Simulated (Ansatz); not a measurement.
The system is WC.

```
W C
1.0
     0.00000    2.19268    2.19268
     2.19268    0.00000    2.19268
     2.19268    2.19268    0.00000
W C
1 1
Cartesian
  0.0000 0.0000 0.0000
  2.1927 2.1927 2.1927
```

Measurements of this composition are mostly on another form, of space group No. 187.

* Program: Ansatz 0.2.0
* Task: relaxation of cell and atoms
* Functional: RPBE
* Dispersion: D4
* Potentials or basis: all-electron LAPW, scalar-relativistic
* Basis error allowed: 0.001 eV/atom
* k mesh: 10 × 10 × 10
* Occupations: fermi-dirac, width 0.05 eV
* Spin: no spin polarisation

At the start: volume 10.54 Å³/atom.

Task: Where does the relaxation end?

Result: Over 5 steps the energy falls by 11.9 meV/atom and the volume is 10.22 Å³/atom (-3.1 %); space group Fm-3m (No. 225, to 0.05 Å).

The path:
```tsv
step	energy change (eV)	largest force (eV/Å)	volume (Å³)
1	0.0000	0.0000	21.08
2	-0.0190	0.0000	20.15
3	-0.0237	0.0000	20.45
4	-0.0237	0.0000	20.43
5	-0.0237	0.0000	20.43
```

Final structure:
```cif
data_structure
_symmetry_space_group_name_H-M 'P 1'
_symmetry_Int_Tables_number 1
_cell_length_a 3.0686
_cell_length_b 3.0686
_cell_length_c 3.0686
_cell_angle_alpha 60.000
_cell_angle_beta 60.000
_cell_angle_gamma 60.000
_cell_volume 20.43
loop_
_atom_site_label
_atom_site_type_symbol
_atom_site_fract_x
_atom_site_fract_y
_atom_site_fract_z
_atom_site_occupancy
W1 W 0.00000 0.00000 0.00000 1
C1 C 0.50000 0.50000 0.50000 1
```
